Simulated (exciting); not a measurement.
# HgTe (Fm-3m) in exciting: equation of state

How stiff is HgTe in PBE, and what volume does it want? The cell is scaled to several volumes.

Everything below comes from runs of exciting (release sodium). Logs are shortened: lines on timing, memory, paths and dates and some standing lists are left out, and cuts for length are marked.

### 1 The structure

It takes space group Fm-3m (No. 225, cubic). Conventional cell: a = 6.360 Å, b = 6.360 Å, c = 6.360 Å, α = 90.00°, β = 90.00°, γ = 90.00°. Around Hg (site symmetry m-3m) lie 6 Te at 3.18 Å. Te (site symmetry m-3m) has 6 Hg at 3.18 Å as nearest neighbours.

Measurements of this composition are mostly on another form, of space group No. 216.

### 2 Equation of state, PBE, 30.23 Å³/atom (volume scaled by 0.94)

The input, input.xml:

```xml
<input>
  <title>HgTe</title>
  <structure speciespath="./" tshift="false">
    <crystal scale="1">
      <basevect>0.000000000000 5.886655285824 5.886655285824</basevect>
      <basevect>5.886655285824 0.000000000000 5.886655285824</basevect>
      <basevect>5.886655285824 5.886655285824 0.000000000000</basevect>
    </crystal>
    <species speciesfile="Hg.xml" rmt="2.3">
      <atom coord="0.000000000000 0.000000000000 0.000000000000"/>
    </species>
    <species speciesfile="Te.xml" rmt="2.3">
      <atom coord="0.500000000000 0.500000000000 0.500000000000"/>
    </species>
  </structure>
  <groundstate do="fromscratch" ngridk="7 7 7" rgkmax="9" gmaxvr="14" lmaxapw="10" lmaxmat="10" lmaxvr="8" xctype="GGA_PBE" stype="Fermi Dirac" swidth="0.00183747" nempty="10" ValenceRelativity="iora*" epsengy="1e-05" epspot="1e-05" maxscl="60" outputlevel="normal"/>
</input>
```

Potentials or basis: all-electron LAPW+lo, shipped species files, valence relativity iora*.

Command:

```sh
> OMP_NUM_THREADS=1 exciting_smp
```

INFO.OUT:

```text
================================================================================
EXCITING SODIUM started
[... 10 lines left out ...]

 Lattice vectors (cartesian) :
      0.0000000000      5.8866552858      5.8866552858
      5.8866552858      0.0000000000      5.8866552858
      5.8866552858      5.8866552858      0.0000000000

 Reciprocal lattice vectors (cartesian) :
     -0.5336804180      0.5336804180      0.5336804180
      0.5336804180     -0.5336804180      0.5336804180
      0.5336804180      0.5336804180     -0.5336804180

 Unit cell volume                           :     407.9771223257
 Brillouin zone volume                      :       0.6080003017

 Species :    1 (Hg)
     parameters loaded from                 :    Hg.xml
     name                                   :    mercury
     nuclear charge                         :     -80.00000000
     electronic charge                      :      80.00000000
     atomic mass                            :  365653.20120000
     muffin-tin radius                      :       2.30000000
     # of radial points in muffin-tin       :     450

     atomic positions (lattice) :
       1 :   0.00000000  0.00000000  0.00000000

 Species :    2 (Te)
     parameters loaded from                 :    Te.xml
     name                                   :    tellurium
     nuclear charge                         :     -52.00000000
     electronic charge                      :      52.00000000
     atomic mass                            :  232600.57070000
     muffin-tin radius                      :       2.30000000
     # of radial points in muffin-tin       :     400

     atomic positions (lattice) :
       1 :   0.50000000  0.50000000  0.50000000

 Total number of atoms per unit cell        :       2

 Spin treatment                             :    spin-unpolarised

 Number of Bravais lattice symmetries       :      48
 Number of crystal symmetries               :      48

 k-point grid                               :       7    7    7
 Total number of k-points                   :      20
 k-point set is reduced with crystal symmetries

 R^MT_min * |G+k|_max (rgkmax)              :       9.00000000
 Species with R^MT_min                      :       1 (Hg)
 Maximum |G+k| for APW functions            :       3.91304348
 Maximum |G| for potential and density      :      14.00000000

 G-vector grid sizes                        :      40    40    40
 Total number of G-vectors                  :   18907

 Maximum angular momentum used for
     APW functions                          :      10
     computing H and O matrix elements      :      10
     potential and density                  :       8
     inner part of muffin-tin               :       2

 Total nuclear charge                       :    -132.00000000
 Total electronic charge                    :     132.00000000
 Total core charge                          :      98.00000000
 Total valence charge                       :      34.00000000

 Number of empty states                     :      10
 Total number of valence states             :      28

 Maximum Hamiltonian size                   :     450
 Maximum number of plane-waves              :     424
 Total number of local-orbitals             :      26

 Exchange-correlation type                  :      20
     Perdew-Burke-Ernzerhof, Phys. Rev. Lett. 77, 3865 (1996)
     Generalised gradient approximation (GGA)

 Smearing scheme                            :    Fermi-Dirac
 Smearing width                             :       0.00183747

 Using multisecant Broyden potential mixing
[... 16 lines left out ...]
+ SCF iteration number :    1                                                  +
++++++++++++++++++++++++++++++++++++++++++++++++++++++++++++++++++++++++++++++++
 Total energy                               :    -26447.12598508
 _______________________________________________________________
 Fermi energy                               :         0.20864958
 Kinetic energy                             :     29886.48705480
 Coulomb energy                             :    -55783.89344985
 Exchange energy                            :      -541.99508928
 Correlation energy                         :        -7.72450075

 DOS at Fermi energy (states/Ha/cell)       :        18.15384177

 Electron charges :
     core                                   :        98.00000000
     core leakage                           :         0.00333282
     valence                                :        34.00000000
     interstitial                           :         5.54816394
     charge in muffin-tin spheres :
                  atom     1    Hg          :        77.42887424
                  atom     2    Te          :        49.02296182
     total charge in muffin-tins            :       126.45183606
     total charge                           :       132.00000000

++++++++++++++++++++++++++++++++++++++++++++++++++++++++++++++++++++++++++++++++
+ SCF iteration number :    2                                                  +
++++++++++++++++++++++++++++++++++++++++++++++++++++++++++++++++++++++++++++++++
 Total energy                               :    -26455.33135548
 _______________________________________________________________
 Fermi energy                               :         0.20777904
 Kinetic energy                             :     29880.67547249
 Coulomb energy                             :    -55786.16495211
 Exchange energy                            :      -542.11541546
 Correlation energy                         :        -7.72646040

 DOS at Fermi energy (states/Ha/cell)       :        19.24569162

 Electron charges :
     core                                   :        98.00000000
     core leakage                           :         0.00330820
     valence                                :        34.00000000
     interstitial                           :         5.50124896
     charge in muffin-tin spheres :
                  atom     1    Hg          :        77.53219436
                  atom     2    Te          :        48.96655669
     total charge in muffin-tins            :       126.49875104
     total charge                           :       132.00000000

 RMS change in effective potential (target) :  0.413403E-01  ( 0.100000E-04)
 Absolute change in total energy   (target) :   8.20537      ( 0.100000E-04)
 Charge distance                   (target) :  0.157975E-02  ( 0.100000E-04)

++++++++++++++++++++++++++++++++++++++++++++++++++++++++++++++++++++++++++++++++
+ SCF iteration number :    3                                                  +
++++++++++++++++++++++++++++++++++++++++++++++++++++++++++++++++++++++++++++++++
 Total energy                               :    -26457.69214354
 _______________________________________________________________
 Fermi energy                               :         0.20623392
 Kinetic energy                             :     29878.68991747
 Coulomb energy                             :    -55786.50888286
 Exchange energy                            :      -542.14613372
 Correlation energy                         :        -7.72704443

 DOS at Fermi energy (states/Ha/cell)       :        20.17903263

 Electron charges :
     core                                   :        98.00000000
     core leakage                           :         0.00329829
     valence                                :        34.00000000
     interstitial                           :         5.48520592
     charge in muffin-tin spheres :
                  atom     1    Hg          :        77.56542295
                  atom     2    Te          :        48.94937113
     total charge in muffin-tins            :       126.51479408
     total charge                           :       132.00000000
[... 268 lines left out ...]
 DOS at Fermi energy (states/Ha/cell)       :        20.51290698

 Electron charges :
     core                                   :        98.00000000
     core leakage                           :         0.00328412
     valence                                :        34.00000000
     interstitial                           :         5.47498746
     charge in muffin-tin spheres :
                  atom     1    Hg          :        77.57920586
                  atom     2    Te          :        48.94580669
     total charge in muffin-tins            :       126.52501254
     total charge                           :       132.00000000

 RMS change in effective potential (target) :  0.396553E-08  ( 0.100000E-04)
 Absolute change in total energy   (target) :  0.434404E-05  ( 0.100000E-04)
 Charge distance                   (target) :  0.603840E-09  ( 0.100000E-04)

++++++++++++++++++++++++++++++++++++++++++++++++++++++++++++++++++++++++++++++++
+ SCF iteration number :   14                                                  +
++++++++++++++++++++++++++++++++++++++++++++++++++++++++++++++++++++++++++++++++
 Total energy                               :    -26458.74615629
 _______________________________________________________________
 Fermi energy                               :         0.20012014
 Kinetic energy                             :     29877.05385787
 Coulomb energy                             :    -55785.92488854
 Exchange energy                            :      -542.14790351
 Correlation energy                         :        -7.72722211

 DOS at Fermi energy (states/Ha/cell)       :        20.51290699

 Electron charges :
     core                                   :        98.00000000
     core leakage                           :         0.00328412
     valence                                :        34.00000000
     interstitial                           :         5.47498744
     charge in muffin-tin spheres :
                  atom     1    Hg          :        77.57920585
                  atom     2    Te          :        48.94580671
     total charge in muffin-tins            :       126.52501256
     total charge                           :       132.00000000

 RMS change in effective potential (target) :  0.512363E-09  ( 0.100000E-04)
 Absolute change in total energy   (target) :  0.231048E-07  ( 0.100000E-04)
 Charge distance                   (target) :  0.367846E-09  ( 0.100000E-04)

++++++++++++++++++++++++++++++++++++++++++++++++++++++++++++++++++++++++++++++++
| Convergency criteria checked for the last 2 iterations                       +
| Convergence targets achieved. Performing final SCF iteration                 +
++++++++++++++++++++++++++++++++++++++++++++++++++++++++++++++++++++++++++++++++
 Total energy                               :    -26458.74615618
 _______________________________________________________________
 Fermi energy                               :         0.20012014
 Kinetic energy                             :     29877.05385795
 Coulomb energy                             :    -55785.92488851
 Exchange energy                            :      -542.14790351
 Correlation energy                         :        -7.72722211

 DOS at Fermi energy (states/Ha/cell)       :        20.51290700

 Electron charges :
     core                                   :        98.00000000
     core leakage                           :         0.00328412
     valence                                :        34.00000000
     interstitial                           :         5.47498744
     charge in muffin-tin spheres :
                  atom     1    Hg          :        77.57920585
                  atom     2    Te          :        48.94580670
     total charge in muffin-tins            :       126.52501256
     total charge                           :       132.00000000

++++++++++++++++++++++++++++++++++++++++++++++++++++++++++++++++++++++++++++++++
[... 7 lines left out ...]

--------------------------------------------------------------------------------
- CAUTION! Warnings have been written in file WARNING.OUT !                    -
--------------------------------------------------------------------------------
================================================================================
| EXCITING SODIUM stopped                                                      =
================================================================================
```

Wall time 83 s (1 thread of Arm Neoverse V2, shared host); peak memory 0.15 GiB.

Results:

```
Free energy                                       : -719979.1682 eV
Band gap on the k mesh                            : none (metal or under the smearing width)
All electrons inside the program's atomic spheres : Hg 77.58; Te 48.95 (radii Hg 2.3, Te 2.3 bohr)
```

Caveat: the log's total energy holds no entropy term; the free energy is that total less TS from the occupations.

(Part 1 of 2 ends here.)
